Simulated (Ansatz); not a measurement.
Before relaxation, O put at a hollow Ti-Ti-Ti site (Ti, Fm-3m (No. 225), (1 1 1) face):

```
CELL_PARAMETERS angstrom
2.86791 0.00000 0.00000
-1.43396 2.48369 0.00000
0.00000 0.00000 26.02492
ATOMIC_POSITIONS crystal
Ti 0.66667 0.33333 0.32661
Ti 0.33333 0.66667 0.41659
Ti 0.00000 0.00000 0.50803
Ti 0.66667 0.33333 0.59211
O 0.33333 0.66667 0.65128
```

Computed with DFT PBEsol, scalar-relativistic, plane waves, PAW (Ansatz 0.2.0). Plane waves to 420 eV, a k mesh through Γ of 12×12×1 on the computed 5-atom cell and Gaussian smearing (0.10 eV); no spin polarisation. The cell repeats along c with a dipole correction in the vacuum.

Atoms 1, 2 (counted from 1) are held. The cell is fixed. Force threshold 0.03 eV/Å.

Problem. Where does it end?

Solution. The energy falls by 2.572 eV in 7 steps, to:

```yaml
crystal:
  lattice:
    - [2.86791, 0.00000, 0.00000]
    - [-1.43396, 2.48369, 0.00000]
    - [0.00000, 0.00000, 26.02492]
  atoms:
    - { symbol: Ti, position: [0.66667, 0.33333, 0.32661] }
    - { symbol: Ti, position: [0.33333, 0.66667, 0.41659] }
    - { symbol: Ti, position: [0.00000, 0.00000, 0.50573] }
    - { symbol: Ti, position: [0.66667, 0.33333, 0.60038] }
    - { symbol: O, position: [0.33333, 0.66667, 0.63486] }
```

The end is the local minimum or symmetric point that this start leads to. The slab is only 7.0 Å thick, so the energy isn't converged with thickness.

Spin polarisation was left out, and a magnetic state may lie lower.

The reference crystal is the fcc form of Ti, which isn't its usual structure.

Cost: 1 run of about 3 core-minutes, on Intel Xeon Processor @ 2.50GHz (Skylake/Cascade Lake) (shared hosts).